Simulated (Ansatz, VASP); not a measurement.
## One calculation of AlN, two programs

```xyz
4
Lattice="3.0886 0.0000 -0.3089 -1.5443 2.6748 0.1544 -0.4944 0.0000 4.8778" Properties=species:S:1:pos:R:3 pbc="T T T"
Al    0.0352    1.7805    0.0098
Al    1.3323    0.8944    2.2943
N    -0.2255    1.8094    1.8681
N     1.0716    0.8654    4.1526
```

Change from the starting cell: engineering shear strain xz -0.2000, normal strain along z -0.0133.

Alike in both runs: functional LDA; k mesh 9 × 9 × 6; occupations gaussian, width 0.05 eV; no spin polarisation.

Ansatz relaxed the structure, and its values are those at the end. VASP's run is a single point on that final structure, the one shown.

|  | VASP | Ansatz |
| --- | --- | --- |
| version | VASP 6.6.1 | Ansatz 0.2.0 |
| potentials or method | VASP PAW LDA potentials, release 64 (Al, N) | scalar-relativistic, plane waves, PAW |
| plane-wave cutoff (eV) | 520 | 520 |
| valence electrons in the cell | 16 | 16 |

Ansatz gave:

* gap on the k mesh at the Fermi level (eV): 3.49
* least direct gap on the mesh (eV): 3.49
* pressure (GPa): 3.5
* rms of the force components (eV/Å): 0.000

Q: Which values does VASP return?

A: gap on the k mesh at the Fermi level (eV): 3.50; least direct gap on the mesh (eV): 3.50; pressure (GPa): 4.2; rms of the force components (eV/Å): 0.013.

Ansatz warned: «pseudo_functional_mismatch».

Caveats: an odd mesh through Γ misses points on the zone boundary, where band edges often lie.
